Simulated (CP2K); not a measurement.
Crystal: Pb.

```xyz
1
Lattice="3.4760 0.0000 0.0000 1.7584 3.0524 0.0000 1.7725 1.0201 2.8395" Properties=species:S:1:pos:R:3 pbc="T T T"
Pb    0.0000    0.0000    0.0000
```

Base run:

- Program: CP2K 2026.2
- Functional: PBEsol
- Potentials or basis: POTENTIAL_UZH Pb GTH-PBE-q4; TZVP-MOLOPT-PBE-GTH basis
- Density cutoff: 9184 eV
- k mesh: 9 × 9 × 9
- Occupations: fermi-dirac, width 0.05 eV
- Spin: no spin polarisation

Its results: band gap on the k mesh none (metal or under the smearing width); pressure 2.9 GPa.

The run is repeated on the same cell with these changes: functional from PBEsol to vdW-DF2. What comes out?

Band gap on the k mesh none (metal or under the smearing width); pressure 8.9 GPa.

Caveats: the potentials were made for another functional, which shifts forces and pressure; the basis of atomic orbitals isn't converged, which shifts pressures, moduli and gaps.
